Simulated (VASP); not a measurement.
# MgS (Imm2) in VASP: notebook, part 2 of 2

VASP 6.6.1. Earlier steps stand in the parts before.

## Step 4: Single point, LDA

The input, INCAR:

```
PREC = Accurate
ENCUT = 520
EDIFF = 1E-6
ISMEAR = 0
SIGMA = 0.02
LREAL = F
LASPH = T
NELM = 100
ALGO = Fast
ISIF = 2
LWAVE = F
LCHARG = F
NBANDS = 16
```

The input, KPOINTS:

```
regular mesh
0
Gamma
  6 4 6
```

The input, POSCAR:

```
MgS
1.0
    3.8194131438      0.0000000000      0.0000000000
    0.0000000000      5.4014658538      0.0000000000
    0.0000000000      0.0000000000      4.1015299743
Mg S
2 2
Direct
    0.0000000000     -0.0080881402      0.0000000000
    0.5000000000      0.4919118598      0.5000000000
    0.5000000000      0.2580881402      0.0000000000
    0.0000000000      0.7580881402      0.5000000000
```

Potentials or basis: VASP PAW LDA potentials, release 64 (Mg, S).

Command:

```console
$ cat potpaw_LDA.64/Mg/POTCAR potpaw_LDA.64/S/POTCAR > POTCAR
$ mpirun -np 1 vasp_std > vasp.out
```

OUTCAR:

```text
PREC = Accurate
   ENCUT = 520
   EDIFF = 1E-6
   ISMEAR = 0
   LREAL = F
   LASPH = T
   NELM = 100
   ISIF = 2

 ion  position               nearest neighbor table
   1  0.000  0.992  0.000-   3 2.39   3 2.39   4 2.41   4 2.41
   2  0.500  0.492  0.500-   4 2.39   4 2.39   3 2.41   3 2.41
   3  0.500  0.258  0.000-   1 2.39   1 2.39   2 2.41   2 2.41
   4  0.000  0.758  0.500-   2 2.39   2 2.39   1 2.41   1 2.41

  LATTYP: Found a simple orthorhombic cell.
 ALAT       =     3.8194131438
 B/A-ratio  =     1.0738639209
 C/A-ratio  =     1.4142135586

  Lattice vectors:

 A1 = (  -3.8194131438,   0.0000000000,   0.0000000000)
 A2 = (   0.0000000000,   0.0000000000,   4.1015299743)
 A3 = (   0.0000000000,   5.4014658538,   0.0000000000)

Analysis of symmetry for initial positions (statically):
=====================================================================
 Subroutine PRICEL returns following result:

  LATTYP: Found a body centered orthorhombic cell.
 ALAT       =     3.8194131438
 B/A-ratio  =     1.0738639209
 C/A-ratio  =     1.4142135586

  Lattice vectors:

 A1 = (   1.9097065719,   2.7007329269,   2.0507649871)
 A2 = (  -1.9097065719,   2.7007329269,  -2.0507649871)
 A3 = (  -1.9097065719,  -2.7007329269,   2.0507649872)

   2 primitive cells build up your supercell.

 Routine SETGRP: Setting up the symmetry group for a
 simple orthorhombic supercell.

 Subroutine GETGRP returns: Found  4 space group operations
 (whereof  4 operations were pure point group operations)
 out of a pool of  8 trial point group operations.

The static configuration has the point symmetry C_2v.

[... 139 lines left out ...]
   ISMEAR =     0;   SIGMA  =   0.02  broadening in eV -4-tet -1-fermi 0-gaus
   EFERMI_NEDOS =   21; number of points for ismear=-14 and -15
   IALGO  =     68    algorithm
   IMIX   =      4    mixing-type and parameters
     AMIX     =   0.40;   BMIX     =  1.00
     AMIX_MAG =   1.60;   BMIX_MAG =  1.00
  volume/ion in A,a.u.               =      21.15       142.75
  Fermi-wavevector in a.u.,A,eV,Ry     =   0.939644  1.775670 12.013009  0.882931
  Thomas-Fermi vector in A             =   2.066977
   LORBIT       =      0    0 simple, 1 ext, 2 COOP (PROOUT), +10 PAW based schemes
   GGA     = CA    functional components
   LHFCALC =     F    Hartree Fock is set to
   AEXX    =    0.0000 exact exchange contribution
   IVDW    =     0    specifies the selected vdW correction
   LEPSILON=     F    determine dielectric tensor
   LRPA    =     F    only Hartree local field effects (RPA)
 non-spin polarized calculation
 RMM-DIIS sequential band-by-band and
 Gauss-broadening in eV      SIGMA  =   0.02
  energy-cutoff  :      520.00
  volume of cell :       84.62
 maximum number of plane-waves:      2304
   NGX = 15   NGY = 21   NGZ = 15

 number of electron      15.9999999 magnetization

 Free energy of the ion-electron system (eV)
  ---------------------------------------------------
  ext. energy  EPLUGINS =         0.00000000
  ---------------------------------------------------
  free energy    TOTEN  =       -18.73495061 eV

  energy without entropy =      -18.73495061  energy(sigma->0) =      -18.73495061

 E-fermi :   1.7273     XC(G=0):  -9.0340

 val. band max:        1.5809943992   @ k =   0.0000   0.0000   0.0000
 cond. band min:       4.8000013577   @ k =   0.0000   0.0000   0.0000
 fundamental gap:      3.2190069585
 Fermi energy:         1.7272977285

 k-point     1 :       0.0000    0.0000    0.0000
  band No.  band energies     occupation
      1     -10.1156      2.00000
      2      -8.9949      2.00000
      3      -1.6069      2.00000
      4      -0.2120      2.00000
      5       0.4553      2.00000
      6       1.1368      2.00000
[... 433 lines left out ...]
      3      -1.8590      2.00000
      4      -1.8590      2.00000
      5       0.2414      2.00000
      6       0.2414      2.00000
[... 8 lines left out ...]
     15      10.4486      0.00000
     16      10.4486      0.00000

 [... further k-points ...]

------------------------ aborting loop because EDIFF is reached ----------------------------------------

  FORCE on cell =-STRESS in cart. coord.  units (eV):
  Direction    XX          YY          ZZ          XY          YZ          ZX
  --------------------------------------------------------------------------------------
  -------------------------------------------------------------------------------------
  Total        1.8125122      0.9697800     -0.1704136      0.0000000      0.0000000      0.0000000
  in kB       34.3192152     18.3624077     -3.2267161      0.0000000      0.0000000      0.0000000
  external PRESSURE =      16.4849689 kB  Pullay stress =       0.0000000 kB

 VOLUME and BASIS-vectors are now :
 -----------------------------------------------------------------------------
  energy-cutoff  :      520.00
  volume of cell :       84.62
      direct lattice vectors                 reciprocal lattice vectors
     3.819413144  0.000000000  0.000000000     0.261820327  0.000000000  0.000000000
     0.000000000  5.401465854  0.000000000     0.000000000  0.185134929  0.000000000
     0.000000000  0.000000000  4.101529974     0.000000000  0.000000000  0.243811457

 POSITION                                       TOTAL-FORCE (eV/Angst)
 -----------------------------------------------------------------------------------
      0.00000      5.35778      0.00000        -0.000000     -0.002963     -0.000000
      1.90971      2.65705      2.05076         0.000000     -0.002963     -0.000000
      1.90971      1.39405      0.00000         0.000000      0.002963      0.000000
      0.00000      4.09479      2.05076        -0.000000      0.002963      0.000000
 -----------------------------------------------------------------------------------
    total drift:                               -0.000000     -0.001282      0.000001

  FREE ENERGIE OF THE ION-ELECTRON SYSTEM (eV)
  ---------------------------------------------------
  free  energy   TOTEN  =       -18.7349506127 eV

  energy  without entropy=      -18.7349506127  energy(sigma->0) =      -18.73495061
```

OSZICAR:

```text
N       E                     dE             d eps       ncg     rms          rms(c)
DAV:   1     0.604748984939E+02    0.60475E+02   -0.61202E+03  1536   0.807E+02
DAV:   2    -0.142147879055E+02   -0.74690E+02   -0.68125E+02  2216   0.140E+02
DAV:   3    -0.198009060289E+02   -0.55861E+01   -0.55659E+01  2088   0.413E+01
DAV:   4    -0.198643344697E+02   -0.63428E-01   -0.63420E-01  1912   0.537E+00
DAV:   5    -0.198654671608E+02   -0.11327E-02   -0.11327E-02  2040   0.729E-01    0.601E+00
RMM:   6    -0.188502967823E+02    0.10152E+01   -0.14087E+00  1539   0.469E+00    0.459E+00
RMM:   7    -0.187462582599E+02    0.10404E+00   -0.59052E-01  1550   0.321E+00    0.312E+00
RMM:   8    -0.187484331478E+02   -0.21749E-02   -0.12468E-01  1556   0.169E+00    0.146E+00
RMM:   9    -0.187346590746E+02    0.13774E-01   -0.26766E-02  1700   0.737E-01    0.348E-01
RMM:  10    -0.187360745002E+02   -0.14154E-02   -0.13888E-02  1724   0.549E-01    0.555E-01
RMM:  11    -0.187350055689E+02    0.10689E-02   -0.20972E-03  1693   0.240E-01    0.159E-01
RMM:  12    -0.187349473264E+02    0.58242E-04   -0.45353E-04  1898   0.118E-01    0.245E-02
RMM:  13    -0.187349500377E+02   -0.27113E-05   -0.40754E-05  1962   0.416E-02    0.141E-02
RMM:  14    -0.187349506127E+02   -0.57503E-06   -0.50336E-06  1845   0.146E-02
   1 F= -.18734951E+02 E0= -.18734951E+02  d E =-.451101E-27
```

stdout:

```text
POSCAR found type information on POSCAR MgS
 POSCAR found :  2 types and       4 ions
 scaLAPACK will be used
 LDA part: xc-table for (Slater(with rela. corr.)+CA(PZ))
 , standard interpolation
 POSCAR, INCAR and KPOINTS ok, starting setup
 FFT: planning ... GRIDC
 FFT: planning ... GRID_SOFT
 FFT: planning ... GRID
 WAVECAR not read
 entering main loop
```

It took 38 s on 1 thread of Intel Xeon Platinum 8488C (Sapphire Rapids), shared host; peak memory 0.19 GiB.

What came out:

- Free energy: -18.7350 eV
- Pressure: 1.6 GPa
- Band gap on the k mesh: 3.22 eV

Forces on the atoms (eV/Å):
```
Mg   0.000 -0.003  0.000
Mg   0.000 -0.003  0.000
S    0.000  0.003  0.000
S    0.000  0.003  0.000
```

Stress tensor (GPa, compression positive):
```
 3.43  0.00  0.00
 0.00  1.84  0.00
 0.00  0.00 -0.32
```

Levels at points of the mesh, in eV from the valence-band top:
```csv
k point,band 6,band 7,band 8,band 9,band 10,band 11
"(0.00, 0.00, 0.00)",-0.44,-0.17,0.00,3.22,3.27,5.23
"(0.50, 0.00, 0.00)",-1.64,-0.89,-0.89,5.74,5.74,6.59
"(0.00, 0.50, 0.00)",-1.20,-0.62,-0.62,4.88,4.88,6.27
"(0.50, 0.50, 0.00)",-0.86,-0.52,-0.52,4.69,4.69,6.79
"(0.00, 0.00, 0.50)",-1.76,-0.44,-0.44,6.15,6.15,6.73
"(0.50, 0.00, 0.50)",-1.30,-1.28,-1.28,3.39,3.39,5.39
"(0.00, 0.50, 0.50)",-0.45,-0.42,-0.42,5.06,5.06,7.51
"(0.50, 0.50, 0.50)",-2.28,-1.72,-1.72,5.32,5.32,7.86
```

A k mesh can miss the band edges.
